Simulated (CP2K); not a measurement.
Se in CP2K: the effect of functional

Se:

```
Se
1.0
     4.36620    0.00000    0.00000
    -2.18310    3.78124    0.00000
     0.00000    0.00000    4.95360
Se
3
Direct
  0.77460 0.77460 0.00000
  0.00000 0.22540 0.66667
  0.22540 0.00000 0.33333
```

Alike in all runs:

| Property | Result |
| --- | --- |
| Program | CP2K 2026.2 |
| Task | single point |
| Potentials or basis | POTENTIAL_UZH Se GTH-PBE-q6; TZVP-MOLOPT-PBE-GTH basis |
| Density cutoff | 9184 eV |
| k mesh | 7 × 7 × 6 |
| Occupations | fermi-dirac, width 0.05 eV |
| Spin | no spin polarisation |

Question: One run gave: gap on the mesh 1.25 eV; pressure 4.9 GPa; largest force 0.51 eV/Å. Which functional did it use?
A. RPBE
B. LDA
C. MS2
D. PBE
E. PBEsol

Answer: A.

```tsv
functional	gap on the mesh (eV)	pressure (GPa)	largest force (eV/Å)
PBE	1.20	3.6	0.63
LDA	1.04	1.4	0.85
PBEsol	1.10	1.9	0.74
vdW-DF2	1.28	6.8	0.97
RPBE	1.25	4.9	0.51
revPBE	1.24	4.6	0.54
MS2	1.69	3.4	0.58
```

Caveats: an odd mesh through Γ misses points on the zone boundary, where band edges often lie; the basis of atomic orbitals isn't converged, which shifts pressures, moduli and gaps; the potentials were made for another functional, which shifts forces and pressure (some runs).
